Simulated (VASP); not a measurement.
Here is a VASP 6.6.1 calculation.

Contents of INCAR:

```
  PREC = Accurate
  ENCUT = 700
  EDIFF = 1E-7
  ISMEAR = 0
  SIGMA = 0.1
  LREAL = F
  LASPH = T
  NELM = 80
  ALGO = Fast
  ISIF = 3
  LWAVE = F
  LCHARG = F
  GGA = PE
  IBRION = 2
  NSW = 80
  EDIFFG = -0.002
```

The input KPOINTS:

```
regular mesh
0
Gamma
  18 18 18
```

Contents of POSCAR:

```
Mo
1.0
   -1.5734150000      1.5734150000      1.5734150000
    1.5734150000     -1.5734150000      1.5734150000
    1.5734150000      1.5734150000     -1.5734150000
Mo
1
Direct
    0.0000000000      0.0000000000      0.0000000000
```

Potentials or basis: VASP PAW PBE potentials, release 64 (Mo_sv).

The run is started by

```bash
$ cat potpaw_PBE.64/Mo_sv/POTCAR > POTCAR
$ mpirun -np 1 vasp_std > vasp.out
```

(1) Estimate the relaxed cell.

(2) Estimate the band gap on the k mesh.

(3) Predict the space group after relaxing (to 0.05 Å).

Answers

(1) a = 2.739 Å, b = 2.739 Å, c = 2.739 Å, α = 109.47°, β = 109.47°, γ = 109.47°.

(2) none (metal or under the smearing width).

(3) Im-3m (No. 229).
